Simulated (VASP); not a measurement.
Input of a VASP 6.6.1 run:

The input INCAR:

```
ALGO = Normal ; EDIFF = 1E-7
EDIFFG = -0.005 ; ENCUT = 600
GGA = PE ; IBRION = 2
ISIF = 3 ; ISMEAR = 0
IVDW = 12 ; LASPH = T
LCHARG = F ; LREAL = F
LWAVE = F ; NELM = 80
NSW = 90 ; PREC = Accurate
SIGMA = 0.02
```

The input KPOINTS:

```
k-points
0
Gamma
  10 10 10
```

File POSCAR:

```
CdTe
1.0
    0.0000000000      3.2821135600      3.2821135600
    3.2821135600      0.0000000000      3.2821135600
    3.2821135600      3.2821135600      0.0000000000
Cd Te
1 1
Direct
    0.0000000000      0.0000000000      0.0000000000
    0.7500000000      0.7500000000      0.7500000000
```

Potentials or basis: VASP PAW PBE potentials, release 64 (Cd, Te).

Run with:

```bash
$ cat potpaw_PBE.64/Cd/POTCAR potpaw_PBE.64/Te/POTCAR > POTCAR
$ mpirun -np 1 vasp_std > vasp.out
```

**Question.** Estimate the relaxed cell.

**Answer.** a = 4.611 Å, b = 4.611 Å, c = 4.611 Å, α = 60.00°, β = 60.00°, γ = 60.00°.

**Question.** Predict the relaxed volume.

**Answer.** 34.67 Å³/atom.

Final structure:
```yaml
crystal:
  lattice:
    - [0.00000, 3.26064, 3.26064]
    - [3.26064, 0.00000, 3.26064]
    - [3.26064, 3.26064, 0.00000]
  atoms:
    - { symbol: Cd, position: [0.00000, 0.00000, 0.00000] }
    - { symbol: Te, position: [0.75000, 0.75000, 0.75000] }
```
